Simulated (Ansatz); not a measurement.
# CdTe (CsCl type): the cost of one run

Computed with Ansatz 0.2.0 (DFT PBEsol, with the methods named in each step, unless a step's input says otherwise).

## (1) The system as given

It takes space group Pm-3m (No. 221, cubic). Conventional cell: a = 3.701 Å, b = 3.701 Å, c = 3.701 Å, α = 90.00°, β = 90.00°, γ = 90.00°. Around Cd (site symmetry m-3m) lie 8 Te at 3.20 Å. Around Te (site symmetry m-3m) lie 8 Cd at 3.20 Å.

As a file:

```cif
data_structure
_symmetry_space_group_name_H-M 'Pm-3m'
_symmetry_Int_Tables_number 221
_cell_length_a 3.7006
_cell_length_b 3.7006
_cell_length_c 3.7006
_cell_angle_alpha 90.000
_cell_angle_beta 90.000
_cell_angle_gamma 90.000
_cell_volume 50.68
loop_
_atom_site_label
_atom_site_type_symbol
_atom_site_symmetry_multiplicity
_atom_site_Wyckoff_symbol
_atom_site_fract_x
_atom_site_fract_y
_atom_site_fract_z
_atom_site_occupancy
Cd1 Cd 1 a 0.00000 0.00000 0.00000 1
Te1 Te 1 b 0.50000 0.50000 0.50000 1
```

The file gives the conventional cell by its symmetry; the runs use the cell typed in the input.

Whether this phase is the stable one at these pressures isn't tested.

Atoms are numbered in the order of the input: Cd1, Te2.

## (2) The reference volume, LAPW

File input.yaml:

```yaml
crystal:
  lattice:
    - [3.7006232649, 0.0, 0.0]
    - [0.0, 3.7006232649, 0.0]
    - [0.0, 0.0, 3.7006232649]
  atoms:
    - { symbol: Cd, position: [0.0, 0.0, 0.0] }
    - { symbol: Te, position: [0.5, 0.5, 0.5] }
kpoints:
  mp_grid: { grid: [13, 13, 13] }
  band_path:
    path:
      - [0.0, 0.0, 0.0]
      - [0.0, 0.5, 0.0]
      - [0.5, 0.5, 0.0]
      - [0.0, 0.0, 0.0]
      - [0.5, 0.5, 0.5]
      - [0.0, 0.5, 0.0]
      - [0.5, 0.5, 0.5]
      - [0.5, 0.5, 0.0]
    npoints: 14
scf:
  occupations: { method: fermi_dirac, width: 0.05 }
hamiltonian:
  xc: pbesol
  pseudopotentials: { kind: all_electron, lapw: { basis_error: 0.001 } }
output:
  forces: true
  stress: true
  eigenvalues: true
  populations: true
  dos: { projected: true, de: 0.2, e_range: [-14, 8] }
```

Launch:

```
$ ansatz run input.yaml --threads 1 --pin off --max-ram 2048MiB --backend cpu --events-out ev --progress --plain --runs-dir out
```

**Question.** How long does this run take on 1 thread of Arm Neoverse V2, shared host, and how much memory does it need?

About 27 s, with a peak of 0.42 GiB.
